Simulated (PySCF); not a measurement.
## Frontier levels across methods

Propanoic acid, C3H6O2.
Geometry (PBE0-D3(BJ)/def2-SVP, Å), atoms numbered from 1 in this order:
```xyz
11
C3H6O2 angstrom
C     -1.457    0.193    0.322
C     -0.159   -0.578    0.200
C      1.042    0.312    0.035
O      1.026    1.515    0.013
O      2.175   -0.395   -0.086
H     -2.307   -0.491    0.456
H     -1.427    0.881    1.179
H     -1.640    0.802   -0.575
H     -0.170   -1.273   -0.656
H      0.027   -1.216    1.080
H      2.891    0.251   -0.184
```

Basis pcSseg-2 throughout (PySCF), one geometry. Geometry: PBE0-D3(BJ)/def2-SVP, one conformer, isolated molecule.

**Question.** How do the orbital energies, the gap and the dipole change with the method?

**Answer.** 
| method | kind | HOMO (eV) | LUMO (eV) | gap (eV) | μ (D) | SCF cycles |
| --- | --- | --- | --- | --- | --- | --- |
| B97-2 | global hybrid | -7.82 | 0.13 | 7.95 | 1.66 | 14 |
| B3LYP | global hybrid | -7.89 | -0.11 | 7.78 | 1.67 | 14 |
| CAM-B3LYP | range-separated hybrid | -9.65 | 1.14 | 10.80 | 1.69 | 13 |
| BHandHLYP | global hybrid | -9.77 | 0.98 | 10.76 | 1.75 | 13 |
| wB97X-D | range-separated hybrid | -10.05 | 2.08 | 12.14 | 1.69 | 14 |
| LC-wPBE | range-separated hybrid | -10.96 | 2.33 | 13.29 | 1.69 | 14 |

The HOMO spans 3.14 eV, from B97-2 down to LC-wPBE, and the gap runs from 7.78 eV (B3LYP) to 13.29 eV (LC-wPBE). Over the methods B97-2 (21 %), B3LYP (20 %), BHandHLYP (50 %), a straight line through the gap against the share of exact exchange rises by 0.98 eV for each 10 % (correlation coefficient 1.000). The dipole ranges from 1.66 D (B97-2) to 1.75 D (BHandHLYP). This basis has no diffuse functions.

The vertical ΔSCF ionisation energy at CAM-B3LYP/def2-SVPD is 10.80 eV; −ε(HOMO) comes closest to it with LC-wPBE (10.96 eV).
